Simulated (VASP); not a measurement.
# SnTe (Fm-3m) in VASP: a series of runs

Runs on SnTe. Level: PBEsol. Tasks: single point, relaxation of cell and atoms.

Program: VASP 6.6.1. These are calculated values, not measurements. Logs are shortened: lines on timing, memory, paths and dates and some standing lists are left out, and cuts for length are marked.

**The experiment to reproduce.**

A printed reference work, textbook reports, for a bulk crystal of SnTe at 300 K: band gap 0.18 eV (direct).

The results are compared with them further down.

## 1. The cell of the first run

Symmetry: Fm-3m, No. 225, cubic system. Conventional cell: a = 6.288 Å, b = 6.288 Å, c = 6.288 Å, α = 90.00°, β = 90.00°, γ = 90.00°. Within 4.1 Å of Sn (site symmetry m-3m) lie 6 Te at 3.14 Å. Te (site symmetry m-3m) has 6 Sn at 3.14 Å within 4.1 Å.

## 2. Single point, PBEsol

INCAR

```
PREC = Accurate ; ENCUT = 520
EDIFF = 1E-6 ; ISMEAR = 0
SIGMA = 0.01 ; LREAL = F
LASPH = T ; NELM = 100
ALGO = Normal ; ISIF = 2
LWAVE = F ; LCHARG = F
GGA = PS ; NBANDS = 17
```

KPOINTS

```
Automatic mesh
0
Gamma
  10 10 10
```

POSCAR

```
SnTe
1.0
    0.0000000000      3.1440639474      3.1440639474
    3.1440639474      0.0000000000      3.1440639474
    3.1440639474      3.1440639474      0.0000000000
Sn Te
1 1
Direct
    0.0000000000      0.0000000000      0.0000000000
    0.5000000000      0.5000000000      0.5000000000
```

Potentials or basis: VASP PAW PBE potentials, release 64 (Sn_d, Te).

Started as:

```console
> cat potpaw_PBE.64/Sn_d/POTCAR potpaw_PBE.64/Te/POTCAR > POTCAR
> mpirun -np 1 vasp_std > vasp.out
```

OUTCAR:

```text
PREC = Accurate
   ENCUT = 520
   EDIFF = 1E-6
   ISMEAR = 0
   LREAL = F
   LASPH = T
   NELM = 100
   ISIF = 2
   GGA = PS

 ion  position               nearest neighbor table
   1  0.000  0.000  0.000-   2 3.14   2 3.14   2 3.14   2 3.14   2 3.14   2 3.14
   2  0.500  0.500  0.500-   1 3.14   1 3.14   1 3.14   1 3.14   1 3.14   1 3.14

  LATTYP: Found a face centered cubic cell.
 ALAT       =     6.2881278948

  Lattice vectors:

 A1 = (   0.0000000000,   3.1440639474,   3.1440639474)
 A2 = (   3.1440639474,   0.0000000000,   3.1440639474)
 A3 = (   3.1440639474,   3.1440639474,   0.0000000000)

Analysis of symmetry for initial positions (statically):
=====================================================================
 Subroutine PRICEL returns:
 Original cell was already a primitive cell.

 Routine SETGRP: Setting up the symmetry group for a
 face centered cubic supercell.

 Subroutine GETGRP returns: Found 48 space group operations
 (whereof 48 operations were pure point group operations)
 out of a pool of 48 trial point group operations.

The static configuration has the point symmetry O_h .

Analysis of symmetry for dynamics (positions and initial velocities):
=====================================================================
 Subroutine PRICEL returns:
 Original cell was already a primitive cell.

 Routine SETGRP: Setting up the symmetry group for a
 face centered cubic supercell.

 Subroutine GETGRP returns: Found 48 space group operations
 (whereof 48 operations were pure point group operations)
 out of a pool of 48 trial point group operations.

The dynamic configuration has the point symmetry O_h .

 Subroutine INISYM returns: Found 48 space group operations
 (whereof 48 operations are pure point group operations),
 and found     1 'primitive' translations

----------------------------------------------------------------------------------------

                                     Primitive cell

  volume of cell :      62.1590

  direct lattice vectors                    reciprocal lattice vectors
     0.000000000  3.144063947  3.144063947    -0.159029844  0.159029844  0.159029844
     3.144063947  0.000000000  3.144063947     0.159029844 -0.159029844  0.159029844
     3.144063947  3.144063947  0.000000000     0.159029844  0.159029844 -0.159029844

  length of vectors
     4.446377875  4.446377875  4.446377875     0.275447770  0.275447770  0.275447770

  position of ions in fractional coordinates (direct lattice)
[... 8 lines left out ...]
----------------------------------------------------------------------------------------

 KPOINTS: Automatic mesh

Automatic generation of k-mesh.
 Grid dimensions read from file:
 generate k-points for:   10   10   10

 Generating k-lattice:

  Cartesian coordinates                     Fractional coordinates (reciprocal lattice)
    -0.015902984  0.015902984  0.015902984     0.100000000  0.000000000  0.000000000
     0.015902984 -0.015902984  0.015902984     0.000000000  0.100000000  0.000000000
     0.015902984  0.015902984 -0.015902984     0.000000000  0.000000000  0.100000000

  Length of vectors
     0.027544777  0.027544777  0.027544777

  Shift w.r.t. Gamma in fractional coordinates (k-lattice)
     0.000000000  0.000000000  0.000000000

 Subroutine IBZKPT returns following result:
 ===========================================

 Found     47 irreducible k-points:

 Following reciprocal coordinates:
            Coordinates               Weight
  0.000000  0.000000  0.000000      1.000000
  0.100000  0.000000  0.000000      8.000000
  0.200000  0.000000  0.000000      8.000000
  0.300000  0.000000  0.000000      8.000000
  0.400000  0.000000  0.000000      8.000000
  0.500000  0.000000  0.000000      4.000000
[... 16 lines left out ...]
  0.300000  0.300000  0.000000      6.000000
  0.400000  0.300000  0.000000     24.000000
 [... further k-points ...]
   k-points           NKPTS =     47   k-points in BZ     NKDIM =     47   number of bands    NBANDS=     17
   number of dos      NEDOS =    301   number of ions     NIONS =      2
   total plane-waves  NPLWV =  46656
   dimension x,y,z NGX =    36 NGY =   36 NGZ =   36
   dimension x,y,z NGXF=    72 NGYF=   72 NGZF=   72
   ions per type =               1   1
   NGX,Y,Z   is equivalent  to a cutoff of  13.46, 13.46, 13.46 a.u.
   NGXF,Y,Z  is equivalent  to a cutoff of  26.92, 26.92, 26.92 a.u.
 SYSTEM =  unknown system
   PREC   = accura    normal or accurate (medium, high low for compatibility)
   ISTART =      0    job   : 0-new  1-cont  2-samecut
   ICHARG =      2    charge: 1-file 2-atom 10-const
   ISPIN  =      1    spin polarized calculation?
   LNONCOLLINEAR =      F non collinear calculations
   LSORBIT =      F    spin-orbit coupling
   LASPH  =      T    aspherical Exc in radial PAW
   ENCUT  =  520.0 eV  38.22 Ry    6.18 a.u.   8.27  8.27  8.27*2*pi/ulx,y,z
   NELM   =    100;   NELMIN=  2; NELMDL= -5     # of ELM steps
   EDIFF  = 0.1E-05   stopping-criterion for ELM
   LREAL  =      F    real-space projection
   EDIFFG = 0.1E-04   stopping-criterion for IOM
   NSW    =      0    number of steps for IOM
   IBRION =     -1    ionic relax: 0-MD 1-quasi-New 2-CG
   NFREE  =      0    steps in history (QN), initial steepest desc. (CG)
   ISIF   =      2    stress and relaxation
   ISYM   =      2    0-nonsym 1-usesym 2-fastsym
   POTIM  = 0.5000    time-step for ionic-motion
   TEBEG  =    0.0;   TEEND  =   0.0 temperature during run
   PSTRESS=    0.0 pullay stress
   NELECT =      20.0000    total number of electrons
   NUPDOWN=      -1.0000    fix difference up-down
   EMIN   =  10.00;   EMAX   =-10.00  energy-range for DOS
   EFERMI =   0.00;   METHOD = LEGACY
   ISMEAR =     0;   SIGMA  =   0.01  broadening in eV -4-tet -1-fermi 0-gaus
   EFERMI_NEDOS =   21; number of points for ismear=-14 and -15
   IALGO  =     38    algorithm
   IMIX   =      4    mixing-type and parameters
     AMIX     =   0.40;   BMIX     =  1.00
     AMIX_MAG =   1.60;   BMIX_MAG =  1.00
  volume/ion in A,a.u.               =      31.08       209.73
  Fermi-wavevector in a.u.,A,eV,Ry     =   1.121804  2.119901 17.122158  1.258443
  Thomas-Fermi vector in A             =   2.258459
   LORBIT       =      0    0 simple, 1 ext, 2 COOP (PROOUT), +10 PAW based schemes
   GGA     = PS    functional components
   LHFCALC =     F    Hartree Fock is set to
   AEXX    =    0.0000 exact exchange contribution
   IVDW    =     0    specifies the selected vdW correction
   LEPSILON=     F    determine dielectric tensor
   LRPA    =     F    only Hartree local field effects (RPA)
 non-spin polarized calculation
 Gauss-broadening in eV      SIGMA  =   0.01
  energy-cutoff  :      520.00
  volume of cell :       62.16
 maximum number of plane-waves:      1695
 NGX is ok and might be reduce to    36
   NGX = 17   NGY = 17   NGZ = 17

 number of electron      19.9999998 magnetization

 Free energy of the ion-electron system (eV)
  ---------------------------------------------------
  ext. energy  EPLUGINS =         0.00000000
  ---------------------------------------------------
  free energy    TOTEN  =        -8.33900266 eV

  energy without entropy =       -8.33900266  energy(sigma->0) =       -8.33900266

 E-fermi :   6.8747     XC(G=0):  -9.6818

 val. band max:        6.8305019903   @ k =   0.5000   0.0000   0.0000
 cond. band min:       6.9916765099   @ k =   0.5000   0.0000   0.0000
 fundamental gap:      0.1611745196
 Fermi energy:         6.8747058106

 k-point     1 :       0.0000    0.0000    0.0000
  band No.  band energies     occupation
      1     -14.8991      2.00000
      2     -14.8991      2.00000
      3     -14.8918      2.00000
      4     -14.8918      2.00000
      5     -14.8918      2.00000
      6      -5.9829      2.00000
[... 9 lines left out ...]
     16      11.5896      0.00000
     17      13.5561      0.00000

 k-point     2 :       0.1000    0.0000    0.0000
  band No.  band energies     occupation
      1     -14.8995      2.00000
      2     -14.8995      2.00000
      3     -14.8917      2.00000
      4     -14.8912      2.00000
      5     -14.8912      2.00000
      6      -5.8973      2.00000
[... 9 lines left out ...]
     16      11.8016      0.00000
     17      14.3096      0.00000

 k-point     3 :       0.2000    0.0000    0.0000
  band No.  band energies     occupation
      1     -14.9007      2.00000
      2     -14.9007      2.00000
      3     -14.8912      2.00000
      4     -14.8895      2.00000
      5     -14.8895      2.00000
      6      -5.6494      2.00000
[... 9 lines left out ...]
     16      12.3891      0.00000
     17      15.8575      0.00000

 k-point     4 :       0.3000    0.0000    0.0000
  band No.  band energies     occupation
      1     -14.9025      2.00000
      2     -14.9025      2.00000
      3     -14.8907      2.00000
      4     -14.8872      2.00000
      5     -14.8872      2.00000
      6      -5.2755      2.00000
[... 9 lines left out ...]
     16      13.3133      0.00000
     17      17.5683      0.00000
[... 343 lines left out ...]
      1     -14.9031      2.00000
      2     -14.9024      2.00000
      3     -14.8901      2.00000
      4     -14.8877      2.00000
      5     -14.8864      2.00000
      6      -5.1544      2.00000
[... 9 lines left out ...]
     16      14.9602      0.00000
     17      15.3904      0.00000

 k-point    23 :       0.3000    0.3000    0.0000
  band No.  band energies     occupation
      1     -14.9106      2.00000
      2     -14.8958      2.00000
      3     -14.8945      2.00000
      4     -14.8844      2.00000
      5     -14.8844      2.00000
      6      -5.0612      2.00000
[... 9 lines left out ...]
     16      15.4410      0.00000
     17      15.4719      0.00000

 k-point    24 :       0.4000    0.3000    0.0000
  band No.  band energies     occupation
      1     -14.9127      2.00000
      2     -14.8959      2.00000
      3     -14.8944      2.00000
      4     -14.8832      2.00000
      5     -14.8828      2.00000
      6      -4.7732      2.00000
[... 9 lines left out ...]
     16      16.0792      0.00000
     17      16.5301      0.00000

 [... further k-points ...]

------------------------ aborting loop because EDIFF is reached ----------------------------------------

  FORCE on cell =-STRESS in cart. coord.  units (eV):
  Direction    XX          YY          ZZ          XY          YZ          ZX
  --------------------------------------------------------------------------------------
  -------------------------------------------------------------------------------------
  Total       -0.0086240     -0.0086240     -0.0086240      0.0000000      0.0000000      0.0000000
  in kB       -0.2222869     -0.2222869     -0.2222869      0.0000000      0.0000000      0.0000000
  external PRESSURE =      -0.2222869 kB  Pullay stress =       0.0000000 kB

 VOLUME and BASIS-vectors are now :
 -----------------------------------------------------------------------------
  energy-cutoff  :      520.00
  volume of cell :       62.16
      direct lattice vectors                 reciprocal lattice vectors
     0.000000000  3.144063947  3.144063947    -0.159029844  0.159029844  0.159029844
     3.144063947  0.000000000  3.144063947     0.159029844 -0.159029844  0.159029844
     3.144063947  3.144063947  0.000000000     0.159029844  0.159029844 -0.159029844

 POSITION                                       TOTAL-FORCE (eV/Angst)
 -----------------------------------------------------------------------------------
      0.00000      0.00000      0.00000         0.000000      0.000000     -0.000000
      3.14406      3.14406      3.14406        -0.000000     -0.000000      0.000000
 -----------------------------------------------------------------------------------
    total drift:                               -0.000000      0.000000      0.000000

  FREE ENERGIE OF THE ION-ELECTRON SYSTEM (eV)
  ---------------------------------------------------
  free  energy   TOTEN  =        -8.3390026637 eV

  energy  without entropy=       -8.3390026637  energy(sigma->0) =       -8.33900266
```

Wall time 35 s (1 thread of Intel Xeon Platinum 8259CL at 2.50GHz (Skylake/Cascade Lake), shared host); peak memory 0.22 GiB.

Results:

```
Free energy            : -8.3390 eV
Pressure               : 0.0 GPa
Band gap on the k mesh : 0.16 eV, direct
```

Caveat: the PAW data sets were made with another functional, which shifts forces and pressure a little; spin-orbit coupling is left out, which moves the levels of the heavy elements.

## 3. Single point, PBEsol

INCAR

```
  PREC = Accurate
  ENCUT = 520
  EDIFF = 1E-6
  ISMEAR = 0
  SIGMA = 0.01
  LREAL = F
  LASPH = T
  NELM = 80
  ALGO = Normal
  ISIF = 2
  LWAVE = F
  LCHARG = T
  GGA = PS
  LELF = T
  LVHAR = T
  NBANDS = 17
```

KPOINTS

```
regular mesh
0
Gamma
  10 10 10
```

POSCAR

```
SnTe
1.0
    0.0000000000      3.1440641538      3.1440641538
    3.1440641538      0.0000000000      3.1440641538
    3.1440641538      3.1440641538      0.0000000000
Sn Te
1 1
Direct
    0.0000000000      0.0000000000      0.0000000000
    0.5000000000      0.5000000000      0.5000000000
```

Potentials or basis: VASP PAW PBE potentials, release 64 (Sn_d, Te).

Started as:

```console
> cat potpaw_PBE.64/Sn_d/POTCAR potpaw_PBE.64/Te/POTCAR > POTCAR
> mpirun -np 1 vasp_std > vasp.out
```

Run time: 37 s. Hardware: 1 thread of Intel Xeon Platinum 8259CL at 2.50GHz (Skylake/Cascade Lake), shared host; peak memory 0.22 GiB.

Results (log left out):

* Free energy: -8.3390 eV
* Pressure: 0.0 GPa
* Band gap on the k mesh: 0.16 eV, direct

Levels at points of the mesh, in eV from the valence-band top:
```csv
k point,band 6,band 7,band 8,band 9,band 10,band 11,band 12,band 13,band 14,band 15
"(0.00, 0.00, 0.00)",-12.81,-4.63,-2.09,-2.09,-2.09,3.40,3.40,3.40,4.76,4.76
"(0.50, 0.00, 0.00)",-11.51,-8.34,-1.76,-1.76,0.00,0.16,0.39,0.39,7.76,8.79
"(0.50, 0.50, 0.00)",-11.20,-6.44,-5.59,-3.72,-3.72,2.13,5.00,5.00,6.47,9.11
```

Caveat: the PAW data sets were made with another functional, which shifts forces and pressure a little; spin-orbit coupling is left out, which moves the levels of the heavy elements.

## 4. Relaxation of cell and atoms, PBEsol

This run uses another cell than the first one, of 32.97 Å³/atom, 1.061 times its volume.

INCAR

```
SYSTEM = SnTe
PREC     = Accurate       ! precision mode
ENCUT    = 600            ! plane-wave cutoff, eV
EDIFF    = 1E-6           ! SCF threshold, eV
ISMEAR   = 0              ! smearing method
SIGMA    = 0.01           ! smearing width, eV
LREAL    = .False.        ! projectors in reciprocal space
LASPH    = .True.         ! aspherical terms in the spheres
NELM     = 80             ! most SCF steps
ALGO     = Normal         ! electronic algorithm
ISIF     = 3              ! what is computed and relaxed
LWAVE    = .False.        ! write WAVECAR
LCHARG   = .False.        ! write CHGCAR
GGA      = PS             ! functional
IBRION   = 2              ! ionic algorithm
NSW      = 70             ! ionic steps
EDIFFG   = -0.005         ! ionic threshold
```

KPOINTS

```
Automatic mesh
0
Gamma
  10 10 10
  0 0 0
```

POSCAR

```
SnTe
1.0
    0.0000000000      3.2064870538      3.2064870538
    3.2064870538      0.0000000000      3.2064870538
    3.2064870538      3.2064870538      0.0000000000
Sn Te
1 1
Direct
    0.0000000000      0.0000000000      0.0000000000
    0.5000000000      0.5000000000      0.5000000000
```

Started as:

```console
> cat potpaw_PBE.64/Sn_d/POTCAR potpaw_PBE.64/Te/POTCAR > POTCAR
> mpirun -np 1 vasp_std > vasp.out
```

Run time: 74 s. Hardware: 1 thread of Intel Xeon Platinum 8259CL at 2.50GHz (Skylake/Cascade Lake), shared host; peak memory 0.25 GiB.

The run converged. Its results:

```yaml
Free_energy: -8.3395 eV
Relaxed_volume: 31.09 Å³/atom
Relaxed_cell: a = 4.447 Å, b = 4.447 Å, c = 4.447 Å, α = 60.00°, β = 60.00°, γ = 60.00°
Space_group_after_relaxing_to_0.05_Å: Fm-3m (No. 225)
Energy_gained_by_relaxing: 14.9 meV/atom
Ionic_steps: 3
Pressure_after_relaxing: 0.0 GPa
Band_gap_on_the_k_mesh: 0.16 eV, direct
```

The path:
```csv
step,energy change (eV),largest force (eV/Å),pressure (GPa),volume (Å³)
1,0.0000,0.0000,-2.41,65.94
2,-0.0279,0.0000,0.70,61.31
3,-0.0298,0.0000,0.02,62.19
```

Final structure:
```
Sn Te
1.0
     0.00000    3.14456    3.14456
     3.14456    0.00000    3.14456
     3.14456    3.14456    0.00000
Sn Te
1 1
Direct
  0.00000 0.00000 0.00000
  0.50000 0.50000 0.50000
```

Levels at points of the mesh, in eV from the valence-band top:
```
           k point  band 8  band 9  band 10  band 11  band 12  band 13
(0.00, 0.00, 0.00)   -2.09   -2.09    -2.09     3.40     3.40     3.40
(0.50, 0.00, 0.00)   -1.75   -1.75     0.00     0.16     0.39     0.39
(0.50, 0.50, 0.00)   -5.59   -3.72    -3.72     2.13     5.00     5.00
```

Caveat: the PAW data sets were made with another functional, which shifts forces and pressure a little; spin-orbit coupling is left out, which moves the levels of the heavy elements.

## 5. Against experiment

Step 3. Measured gap of SnTe: 0.18 eV (direct; 300 K; a printed reference work, textbook). This calculation gives 0.16 eV (-0.02 eV). Spin-orbit coupling on Sn, Te is left out. The value is that of PBEsol on a finite k mesh, which can miss the band edges, without temperature or zero-point motion. Semilocal functionals fall short of measured gaps as a rule.
